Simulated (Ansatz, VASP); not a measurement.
Two plane-wave programs on Al2Cu

File INCAR:

```
  PREC = Accurate
  ENCUT = 520
  EDIFF = 1E-6
  ISMEAR = 0
  SIGMA = 0.15
  LREAL = F
  LASPH = T
  NELM = 100
  ALGO = Fast
  ISIF = 2
  LWAVE = F
  LCHARG = F
  GGA = PE
  NBANDS = 16
```

Contents of KPOINTS:

```
Automatic mesh
0
Gamma
  10 10 14
```

POSCAR

```
Al2Cu
1.0
    4.1211626268      0.0000000000      0.0000000000
    0.0000000000      4.1211626268      0.0000000000
    0.0000000000      0.0000000000      2.8847334069
Al Cu
2 1
Direct
    0.5000000000      0.0039076392      0.5000000000
    0.0000000000      0.4827718519      0.5000000000
    0.0000000000      0.0056558685      0.0000000000
```

Input for Ansatz:

```yaml
crystal:
  lattice:
    - [4.1211626268, 0.0, 0.0]
    - [0.0, 4.1211626268, 0.0]
    - [0.0, 0.0, 2.8847334069]
  atoms:
    - { symbol: Al, position: [0.5, 0.0039076392, 0.5] }
    - { symbol: Al, position: [0.0, 0.4827718519, 0.5] }
    - { symbol: Cu, position: [0.0, 0.0056558685, 0.0] }
basis:
  ecutwfc: 520.0
kpoints:
  mp_grid: { grid: [10, 10, 14] }
hamiltonian:
  xc: pbe
  pseudopotentials: { kind: paw, azcp: { folder: soft_1 } }
scf:
  occupations: { method: gaussian, width: 0.15 }
output:
  forces: true
  stress: true
  eigenvalues: true
```

Change from the starting cell: mode 4 frozen in at +0.000 Å and mode 9 at -0.071 Å (largest displacements).

Alike in both runs: task single point; functional PBE; k mesh 10 × 10 × 14; occupations gaussian, width 0.15 eV; no spin polarisation.

|  | VASP | Ansatz |
| --- | --- | --- |
| version | VASP 6.6.1 | Ansatz 0.2.0 |
| potentials or method | VASP PAW PBE potentials, release 64 (Al, Cu) | scalar-relativistic, plane waves, PAW |
| plane-wave cutoff (eV) | 520 | 520 |
| valence electrons in the cell | 17 | 25 |

VASP gave:

- gap on the k mesh at the Fermi level (eV): none
- pressure (GPa): 0.5
- largest component of the traceless stress (GPa): 0.22
- rms of the force components (eV/Å): 0.351

Task: Estimate Ansatz's values.

Result: gap on the k mesh at the Fermi level (eV): none; pressure (GPa): 0.4; largest component of the traceless stress (GPa): 0.21; rms of the force components (eV/Å): 0.350.

Atom by atom the forces differ by 0.001 eV/Å (rms over components). A gap of «none» marks a metal or a gap that the smearing closes. With one functional, cell and mesh, what is left measures potentials, basis and numerics. The two sets of potentials don't hold the same shells in valence.
